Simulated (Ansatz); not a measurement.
Here is an Ansatz 0.2.0 calculation.

File input.yaml:

```yaml
crystal:
  lattice:
    - [0.0, 2.256, 2.256]
    - [2.256, 0.0, 2.256]
    - [2.256, 2.256, 0.0]
  atoms:
    - { symbol: Hf, position: [0.0, 0.0, 0.0] }
    - { symbol: "N", position: [0.5, 0.5, 0.5] }
kpoints:
  mp_grid: { grid: [10, 10, 10] }
scf:
  occupations: { method: fermi_dirac, width: 0.05 }
hamiltonian:
  xc: lda
  pseudopotentials: { kind: all_electron, lapw: { basis_error: 0.001 } }
  hubbard:
    sites: [{ species: Hf, l: d, u_eff: 4 }]
    double_counting: fll
    projectors: ortho-atomic
output:
  forces: true
  stress: true
  hubbard: {}
relax:
  f_tol: 0.01
  max_steps: 60
  cell: {}
```

Potentials or basis: all-electron LAPW, scalar-relativistic.

Command:

```sh
$ ansatz run input.yaml --threads 1 --pin off --max-ram 3072MiB --backend cpu --events-out ev --progress --plain --runs-dir out
```

(1) What does it give for the relaxed volume?

(2) What does it give for the relaxed cell?

(3) What does it give for the space group after relaxing (to 0.05 Å)?

(4) What does it give for the band gap on the k mesh?

Results:

(1) 11.38 Å³/atom.

(2) a = 3.181 Å, b = 3.181 Å, c = 3.181 Å, α = 60.00°, β = 60.00°, γ = 60.00°.

(3) Fm-3m (No. 225).

(4) none (metal or under the smearing width).

Caveat: U without spin polarisation on a metal has little footing.
